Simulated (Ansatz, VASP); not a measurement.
**Two plane-wave programs on B2P3**

```
CELL_PARAMETERS angstrom
4.87713 0.00000 0.00000
-2.43856 4.22372 0.00000
0.00000 0.00000 4.04003
ATOMIC_POSITIONS crystal
B 0.33333 0.66667 0.00000
B 0.66667 0.33333 0.00000
P 0.50000 0.00000 0.50000
P 0.00000 0.50000 0.50000
P 0.50000 0.50000 0.50000
```

Alike in both runs: task relaxation of cell and atoms; functional PBE; k mesh 6 × 6 × 4; occupations gaussian, width 0.1 eV; no spin polarisation.

|  | VASP | Ansatz |
| --- | --- | --- |
| version | VASP 6.6.1 | Ansatz 0.2.0 |
| potentials or method | VASP PAW PBE potentials, release 64 (B, P) | scalar-relativistic, plane waves, PAW |
| plane-wave cutoff (eV) | 600 | 420 |
| valence electrons in the cell | 21 | 21 |

VASP gave:

| Property | Result |
| --- | --- |
| gap on the k mesh at the Fermi level, each at its own relaxed structure (eV) | none |
| relaxed volume (Å³/atom) | 14.45 |
| relaxed cell length with the largest relative difference (Å) | 2.970 |
| energy change over the relaxation (meV/atom) | -614 |

Q: Which values does Ansatz return?

A: gap on the k mesh at the Fermi level, each at its own relaxed structure (eV): none; relaxed volume (Å³/atom): 14.46; relaxed cell length with the largest relative difference (Å): 2.972; energy change over the relaxation (meV/atom): -612.

A gap of «none» marks a metal or a gap that the smearing closes.

Caveats: the k mesh is coarse (spacing up to 0.39 Å⁻¹), so the values aren't converged.
